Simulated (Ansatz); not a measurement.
Li$_{2}$O (anti-fluorite)

```yaml
crystal:
  lattice:
    - [0.00000, 4.57275, 4.57275]
    - [2.28637, 0.00000, 2.28637]
    - [2.28637, 2.28637, 0.00000]
  atoms:
    - { symbol: O, position: [0.00000, 0.00000, 0.00000] }
    - { symbol: O, position: [0.50000, 0.00000, 0.00000] }
    - { symbol: Li, position: [0.12500, 0.25000, 0.25000] }
    - { symbol: Li, position: [0.62500, 0.25000, 0.25000] }
    - { symbol: Li, position: [0.37500, 0.75000, 0.75000] }
    - { symbol: Li, position: [0.87500, 0.75000, 0.75000] }
```

The atoms are displaced by Q × the pattern below (from a DFPT mode at L = (0.5, 0.0, 0.0), largest move 1; Q in Å), at fixed cell. It is one choice among 2 degenerate patterns. (q is in reciprocal vectors of the primitive cell; the cell shown is doubled to hold the pattern.)

| atom | x | y | z |
|---|---|---|---|
| Li3 | -0.285 | 0.520 | -0.805 |
| Li4 | 0.285 | -0.520 | 0.805 |
| Li5 | -0.285 | 0.520 | -0.805 |
| Li6 | 0.285 | -0.520 | 0.805 |

Atoms not listed stay in place.

Computed with r2SCAN (plane waves to 500 eV, PAW, scalar-relativistic; Ansatz, an electronic-structure program). k mesh 6×12×12 (Γ-centred), Fermi-Dirac smearing 0.05 eV. The energy includes the smearing's −TS. Li2O was relaxed with its symmetry unable to fall. The zero of ΔE is the undisplaced structure.

```csv
Q (Å),ΔE (meV/cell)
-0.180,364
-0.120,161
-0.060,40
0.000,0
0.060,40
0.120,161
0.180,364
```

### Question
Which DFPT wavenumber at L = (0.5, 0.0, 0.0) belongs to this mode?
A. 287 cm⁻¹
B. 585 cm⁻¹
C. 466 cm⁻¹

### Answer
C, 466 cm⁻¹. The curvature of the scan gives 466 cm⁻¹

(A displaced cell: forces are minus the slopes of the energy, force constants its curvatures, and phonons follow from these.)
